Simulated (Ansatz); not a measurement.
Crystal: CaF2 (Fluorite).

```xyz
3
Lattice="0.0000 2.7310 2.7310 2.7310 0.0000 2.7310 2.7310 2.7310 0.0000" Properties=species:S:1:pos:R:3 pbc="T T T"
Ca    0.0000    0.0000    0.0000
F     4.0965    4.0965    4.0965
F     1.3655    1.3655    1.3655
```

Base run:

```yaml
Program: Ansatz 0.2.0
Functional: revPBE
Potentials_or_basis: Ansatz PAW
Cutoff: "420 eV (not typed: the program's choice for these potentials)"
k_mesh: 8 × 8 × 8
Occupations: fermi-dirac, width 0.05 eV
Spin: no spin polarisation
```

Its results: band gap on the k mesh 7.59 eV, indirect (least direct gap 7.84 eV); pressure 5.4 GPa.

Question: After a change of settings the same cell gave: band gap on the k mesh 7.96 eV, indirect (least direct gap 8.22 eV); pressure -1.1 GPa. Which change was it?
A. functional from revPBE to RPBE
B. functional from revPBE to r2SCAN; cutoff from 420 eV (not typed: the program's choice for these potentials) to 500 eV (not typed: the program's choice for these potentials)
C. functional from revPBE to HSEsol; k mesh from 8 × 8 × 8 to 4 × 4 × 4
D. functional from revPBE to PBE; occupations from fermi-dirac, width 0.05 eV to gaussian, width 0.019 eV

Answer: B.

r2SCAN gives the wider gap, since meta-GGAs in the generalised Kohn-Sham scheme recover part of the derivative discontinuity.

Caveats: the PAW data sets come from PBE, with cores solved anew for the run's functional, which leaves a small shift of forces and pressure.
